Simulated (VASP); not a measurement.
## VASP inputs for CaO (zincblende)

INCAR

```
LCHARG = .FALSE.
LREAL = .FALSE.
ENCUT = 520
ISMEAR = -1
LWAVE = .FALSE.
IBRION = -1
NSW = 0
NBANDS = 15
GGA = PE
LASPH = .TRUE.
NELM = 120
PREC = Accurate
SIGMA = 0.02
EDIFF = 1E-7
ISIF = 2
```

KPOINTS

```
KPOINTS created by Atomic Simulation Environment
0
Gamma
8 8 8
0 0 0
```

KPOINTS_OPT

```
special points
6
Reciprocal
0.0000000000 0.0000000000 0.0000000000 1
0.5000000000 0.0000000000 0.5000000000 1
0.5000000000 0.2500000000 0.7500000000 1
0.3750000000 0.3750000000 0.7500000000 1
0.5000000000 0.5000000000 0.5000000000 1
0.6250000000 0.2500000000 0.6250000000 1
```

POSCAR

```
Ca O
 1.0000000000000000
    -0.0000000000000000    2.6067317364962017    2.6067317364962017
     2.6067317364962017    0.0000000000000000    2.6067317364962017
     2.6067317364962017    2.6067317364962017    0.0000000000000000
 Ca  O
   1   1
Cartesian
  0.0000000000000000 -0.0000000000000000 -0.0000000000000000
  1.3033658682481006  1.3033658682481006  1.3033658682481006
```

VASP ran with the recommended PBE PAW datasets (16 valence electrons in the cell).

**Question.** What does this run give?

**Answer.** gap between bands v and c 3.33 eV; least direct gap 3.95 eV; pressure 1.8 GPa.

Band v is the last that the valence electrons fill when counted band by band, and c is the next. Levels in eV from the top of v:

| point | v−1 | v | c | c+1 |
| --- | --- | --- | --- | --- |
| Γ | -0.63 | -0.63 | 3.33 | 7.97 |
| X | 0.00 | 0.00 | 4.93 | 6.63 |
| W | -0.57 | 0.00 | 4.96 | 6.44 |
| K | -0.28 | -0.11 | 5.01 | 6.74 |
| L | -0.37 | -0.37 | 6.14 | 7.88 |
